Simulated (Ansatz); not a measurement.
The cell was built from the diamond type and relaxed in the same program, and has space group Fd-3m; it needn't be a known or the stable phase.

Input and log of a run on Br: DFT, PBE, all-electron LAPW, scalar-relativistic (Ansatz 0.2.0).

```yaml
crystal:
  lattice:
    - [0.0, 3.5015491673, 3.5015491673]
    - [3.5015491673, 0.0, 3.5015491673]
    - [3.5015491673, 3.5015491673, 0.0]
  atoms:
    - { symbol: Br, position: [0.0, 0.0, 0.0] }
    - { symbol: Br, position: [0.25, 0.25, 0.25] }
kpoints:
  mp_grid: { grid: [14, 14, 14] }
  band_path:
    path:
      - [0.0, 0.0, 0.0]
      - [0.5, 0.0, 0.5]
      - [0.625, 0.25, 0.625]
      - [0.375, 0.375, 0.75]
      - [0.0, 0.0, 0.0]
      - [0.5, 0.5, 0.5]
      - [0.5, 0.25, 0.75]
      - [0.5, 0.0, 0.5]
    npoints: 8
scf:
  occupations: { method: fermi_dirac, width: 0.05 }
hamiltonian:
  xc: pbe
  pseudopotentials: { kind: all_electron, lapw: { basis_error: 0.00025 } }
output:
  forces: true
  stress: true
  eigenvalues: true
  populations: true
  dos: { projected: true, de: 0.2, e_range: [-14, 8] }
```

The log:

```
Br: projections on atomic orbitals take those of the free atom 1s2 2s2 2p6 3s2 3p6 3d10 4s2 4p5, of charge +0.00 (hamiltonian.pseudopotentials.projection_atoms)
LAPW: plane waves up to 6.975 Å⁻¹, error target 2.5e-4 eV per atom; small_component_spin mean_spin; Br in spheres of 1.516 Å, 25 of its electrons in bands, Dirac shells []
Engine: ansatz 0.2.0
Pseudopotentials: kind: all_electron
Pseudopotential: Br, LAPW, valence charge 25, Koelling and Harmon's equation, gaussian nucleus
Functional definition: PBE
  parameter kappa = 0.804
  parameter beta = 0.06672455060314922
  exchange = pbe_x(kappa = kappa, mu = beta*pi^2/3)
  correlation = pbe_c(beta = beta)
Crystal: 2 atoms, lattice volume = 85.864 Å³
Basis set: ecut = 185.3447081334128 eV, 531 PW (Γ), exchange–correlation at level 2
Bands: 30, of which v1, the nominal top of the filled ones, is band 25 counted from 1 (24 counted from 0)
Symmetry: 48 space group operations
Space group: Fd-3m (ITA 227), of the structure as read, at distance tolerance 4.4e-5 Å
k-points: 104 of 2744
Non-local potential: Br, projectors of the file, none
Initial density: superposition of atomic densities (chi_scale 0.1, normalization cell)
Initial wavefunctions: plane waves of lowest kinetic energy (no species holds an atomic orbital)
Functional: x = pbe(κ = 0.804, μ = 0.2195149727645171), c = pbe(β = 0.06672455060314922)
iter 1 solved again at ethr=5.46e-6 eV; its pass at ethr=1.00e-1 eV (dr2=2.73e-3 eV) is discarded
SCF iter   1: F=—  HF=-141849.047973 eV  |F-HF|=—  |Δ(HF+E_count)|=         —  Δρ=1.99e-3  dr2=2.78e-3  ethr=5.46e-6  ⟨swp⟩=4.0  Hψ=20974  notcnv=0
preconditioner: auto → LDOS  [metal: Δε(μ)=0.007 eV  Ē_g=12.290 eV  σ=0.050 eV  W_gap=0.03  n_scr=14 (ndim 8)  ℏωp=15.0 eV  f_vac=0.422  D(μ)=5.10/eV (n_scr^D=58)  β→1.0]
iter 2 solved again at ethr=1.51e-7 eV; its pass at ethr=5.46e-6 eV (dr2=7.57e-5 eV) is discarded
SCF iter   2: F=—  HF=-141849.049137 eV  |F-HF|=—  |Δ(HF+E_count)|=   1.16e-3  Δρ=3.95e-4  dr2=7.54e-5  ethr=1.51e-7  ⟨swp⟩=2.0  Hψ=15600  notcnv=0
SCF iter   3: F=—  HF=-141849.049453 eV  |F-HF|=—  |Δ(HF+E_count)|=   3.16e-4  Δρ=8.21e-5  dr2=5.07e-6  ethr=1.51e-7  ⟨swp⟩=3.0  Hψ=9955  notcnv=0
SCF iter   4: F=—  HF=-141849.049407 eV  |F-HF|=—  |Δ(HF+E_count)|=   4.64e-5  Δρ=5.22e-5  dr2=2.38e-6  ethr=1.01e-8  ⟨swp⟩=2.4  Hψ=9192  notcnv=0
SCF iter   5: F=—  HF=-141849.049415 eV  |F-HF|=—  |Δ(HF+E_count)|=   8.09e-6  Δρ=1.18e-5  dr2=1.92e-7  ethr=4.75e-9  ⟨swp⟩=3.0  Hψ=9843  notcnv=0
SCF iter   6: F=-141849.049415 eV  HF=-141849.049415 eV  |F-HF|=2.04e-10  |Δ(HF+E_count)|=   1.52e-7  Δρ=1.62e-6  dr2=4.22e-9  ethr=3.84e-10  ⟨swp⟩=3.0  Hψ=9532  notcnv=0
SCF 1 converged in 6 iterations: F = -141849.049415 eV  dr2 = 4.22e-9
NSCF: frozen V_eff on 57 k-points
SCF converged after 6 iterations
Free energy (F): -141849.049415 eV
Harris-Foulkes:  -141849.049415 eV  (|F-HF|=2.04e-10)
Internal energy: -141849.007399 eV  (E = F + TS)
E sigma→0 (E₀):  -141849.028407 eV
Entropy (-TS):   -0.042016 eV (-21.008 meV/atom)
Fermi energy:    1.659797 eV
--- Per-component energies (eV) ---
  E_band       = -4140.084302
  E_kinetic    = 145413.530887
  E_xc         = -5019.030972
  E_electrostatic = -282243.507315  (all electrons and nuclei)
  E_smearing   = -0.042016  (= −TS)
  E_closure    = 0.000000  (closes the sum)
  E_atoms      = -141847.055838  (free atoms, spherical and without spin; not in F)
  Σ components = -141849.049415   (vs F -141849.049415, Δ=0.00e0)
  Basis errors (estimates in eV, not in F): energy 1.2e-4 per atom: plane waves 1.2e-4 (6.8e-5 summed), levels above the bands 9.2e-94, relativity 1.9e-8, radial functions 1.7e-6, core shells 3.3e-15; eigenvalues (radial functions only) 1.4e-6; not estimated: angular momenta, meshes, grids; target (lapw.basis_error) 2.5e-4; muffin-tin radii Br 1.516 Å
--- Forces (eV/Å), atoms counted from 1 ---
  atom   1  Br    -0.00000000     0.00000000    -0.00000000
  atom   2  Br     0.00000000     0.00000000    -0.00000000
  max |Σ_I F_I| component: 4.63e-18 eV/Å
--- Stress (GPa, compression-positive) ---
        0.017320      -0.000000      -0.000000
       -0.000000       0.017320      -0.000000
       -0.000000      -0.000000       0.017320
  P = ⅓ Tr σ = 0.0173 GPa (0.173 kbar)
--- Band table (eV; the first three rows and the last of 104) ---
  k-point 0: bands = ["-230.2066", "-230.2066", "-165.6217", "-165.6217", "-165.6217", "-165.6217", "-165.6217", "-165.6217", "-58.9115", "-58.9115", "-58.9115", "-58.9110", "-58.9110", "-58.9100", "-58.9100", "-58.9093", "-58.9093", "-58.9093", "-13.3580", "-11.3937", "-1.0100", "-1.0100", "-1.0100", "0.8049", "0.8049", "0.8049", "6.8923", "10.7936", "10.7936", "12.1802"]
  k-point 1: bands = ["-230.2066", "-230.2066", "-165.6217", "-165.6217", "-165.6217", "-165.6217", "-165.6217", "-165.6217", "-58.9115", "-58.9115", "-58.9114", "-58.9110", "-58.9110", "-58.9100", "-58.9100", "-58.9093", "-58.9093", "-58.9093", "-13.3422", "-11.4161", "-1.0340", "-1.0340", "-1.0300", "0.8247", "0.8374", "0.8374", "6.9961", "10.6797", "10.6797", "12.0775"]
  k-point 2: bands = ["-230.2066", "-230.2066", "-165.6217", "-165.6217", "-165.6217", "-165.6217", "-165.6217", "-165.6217", "-58.9115", "-58.9115", "-58.9114", "-58.9110", "-58.9110", "-58.9100", "-58.9100", "-58.9093", "-58.9092", "-58.9092", "-13.2959", "-11.4806", "-1.0973", "-1.0973", "-1.0892", "0.8897", "0.9240", "0.9240", "7.2851", "10.4826", "10.4826", "11.8510"]
  k-point 103: bands = ["-230.2066", "-230.2066", "-165.6217", "-165.6217", "-165.6217", "-165.6217", "-165.6217", "-165.6217", "-58.9117", "-58.9117", "-58.9106", "-58.9106", "-58.9105", "-58.9105", "-58.9102", "-58.9102", "-58.9090", "-58.9090", "-12.4597", "-12.4597", "-1.8672", "-1.8672", "0.0253", "0.0253", "1.8995", "1.8995", "8.7842", "8.7842", "11.9070", "11.9070"]
--- Löwdin populations: 2 sites ---
  site symbol       q [e]
     0     Br     34.9854
     1     Br     34.9854
  spilling = 0.000418 (of n_electrons = 70.000000)
```
